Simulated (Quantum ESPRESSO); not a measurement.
## 6 compounds in the zinc blende structure under PBE

PBE equations of state with Quantum ESPRESSO, SSSP 1.3 efficiency PBE, cutoff 748 to 952 eV (Γ-centred k meshes with a spacing near 0.25 Å⁻¹, Fermi-Dirac smearing of 0.05 eV, no spin polarisation, no spin-orbit coupling), all in space group F-43m. V0 and B0 come from Birch-Murnaghan fits. Gaps hold for the database cell, not V0, and a dash stands where no gap was taken; † marks indirect gaps read on the mesh alone, too high where an edge lies between its points. The cells needn't be the stable forms at room conditions.

| crystal | V0 (Å³/atom) | B0 (GPa) | gap (eV) |
| --- | --- | --- | --- |
| AlN | 10.69 | 194.4 | 3.32† |
| BP | 11.76 | 161.8 | 1.25† |
| GaP | 20.88 | 76.8 | 1.64† |
| GaN | 11.77 | ? | 1.75 |
| BAs | 13.97 | 132.0 | 1.17† |
| BN | 5.94 | 371.5 | - |

Q: Estimate the bulk modulus of GaN from the other rows.

A: A power law through the other rows, B0 ∝ V0^(-1.26), gives 162.5 GPa at 11.77 Å³; the run gave 171.7 GPa (+6 % against the estimate).

Compressibility here largely follows volume: BN, with the smallest volume per atom, is by far the stiffest, and GaP, with the largest, is the softest. Short bonds between small atoms concentrate the valence charge, so the energy rises steeply on compression. The order isn't strict, however, since GaN is stiffer than BP at practically the same volume. Volume therefore doesn't fix the modulus alone, and greater bond polarity doesn't necessarily mean a softer crystal. AlN also lies above the fitted curve while BN falls slightly below it, so the excess in GaN is neither unique to gallium nor common to all nitrides.

The direct gap of 1.75 eV for GaN is far below the experimental one, chiefly because Kohn-Sham gaps from a semilocal functional lack the derivative discontinuity. Ga 3d states placed too high probably add to the error by pushing up the N 2p valence band top. The bulk moduli describe resistance to uniform compression only and don't establish a ranking in shear stiffness or hardness.
